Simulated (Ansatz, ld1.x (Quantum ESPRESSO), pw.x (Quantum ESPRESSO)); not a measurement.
**What a changed setting does to a pw.x run (sc H)**

Potential: PAW, ld1.x (Quantum ESPRESSO) 7.5, PBE; core none, reference 1s1; waves: 1s (bound): rcut 1.35, rcutus 1.65 bohr; 1s channel at 0.65 Ry: rcut 1.35, rcutus 1.65 bohr; 2p channel at -0.2 Ry: rcut 1.05, rcutus 1.45 bohr; 2p channel at 1.95 Ry: rcut 1.05, rcutus 1.45 bohr; local part: all-electron potential smoothed inside 1.60 bohr (lloc = -1); core correction: none; augmentation: PSQ, inside the norm-conserving radii.

The reference run (k-mesh 18³, cutoffs 40/360 Ry, Fermi–Dirac 0.01 Ry, mixing_beta 0.4, conv_thr 1e-9, no spin) gives 1.98 GPa at 3.057 Å³/atom, where all-electron LAPW gives 1.13 GPa. This run, with its own iteration cap, changes startingwfc to random.

```
&control
  calculation='scf', prefix='x', pseudo_dir='./', outdir='./tmp', tstress=.true., disk_io='none'
/
&system
  ibrav=0, nat=1, ntyp=1, ecutwfc=40, ecutrho=360, nbnd=7,
  occupations='smearing', smearing='fd', degauss=0.01
/
&electrons
  conv_thr=1e-09, mixing_beta=0.4, electron_maxstep=50, startingwfc='random'
/
ATOMIC_SPECIES
H 1.0 H.UPF
CELL_PARAMETERS angstrom
  1.45132657 0.00000000 0.00000000
  0.00000000 1.45132657 0.00000000
  0.00000000 0.00000000 1.45132657
ATOMIC_POSITIONS crystal
H 0.0000 0.0000 0.0000
K_POINTS automatic
18 18 18 0 0 0
```

```bash
pw.x < H.scf.in > H.scf.out
```

Problem. How does the run end?

Solution. It converges in 17 iterations; the free energy moves by +0.0 meV/atom and the pressure by +0.00 GPa. The result is that of the reference run.

```
Message from routine setup:
     using ibrav=0 with symmetry is DISCOURAGED, use correct ibrav instead
     lattice parameter (alat)  =       2.7426  a.u.
     unit-cell volume          =      20.6297 (a.u.)^3
     number of electrons       =         1.00
     number of Kohn-Sham states=            7
     kinetic-energy cutoff     =      40.0000  Ry
     charge density cutoff     =     360.0000  Ry
     scf convergence threshold =      1.0E-09
     Exchange-correlation= SLA  PW   PBX  PBC
     number of k points=   220  Fermi-Dirac smearing, width (Ry)=  0.0100
     iteration #  1     ecut=    40.00 Ry     beta= 0.40
     total energy              =      -1.08174459 Ry
     estimated scf accuracy    <       0.00539243 Ry
     iteration #  2     ecut=    40.00 Ry     beta= 0.40
     total energy              =      -1.08465747 Ry
     estimated scf accuracy    <       0.00274317 Ry
     iteration #  3     ecut=    40.00 Ry     beta= 0.40
     total energy              =      -1.08639226 Ry
     estimated scf accuracy    <       0.00064484 Ry
     [... 11 iterations left out ...]
     iteration # 15     ecut=    40.00 Ry     beta= 0.40
     total energy              =      -1.08573932 Ry
     estimated scf accuracy    <       0.00000001 Ry
     iteration # 16     ecut=    40.00 Ry     beta= 0.40
     total energy              =      -1.08573930 Ry
     estimated scf accuracy    <       0.00000002 Ry
     iteration # 17     ecut=    40.00 Ry     beta= 0.40
     the Fermi energy is     2.5668 ev
!    total energy              =      -1.08573930 Ry
     estimated scf accuracy    <          2.0E-10 Ry
     smearing contrib. (-TS)   =      -0.00047847 Ry
     convergence has been achieved in  17 iterations
          total   stress  (Ry/bohr**3)                   (kbar)     P=       19.78
     Message from routine punch:
     Nothing written, as per user request (disk_io='none')
```

The run took about 3.6 s on one core of a shared host (Neoverse-V1, 64 threads, 503 GiB, load 38).
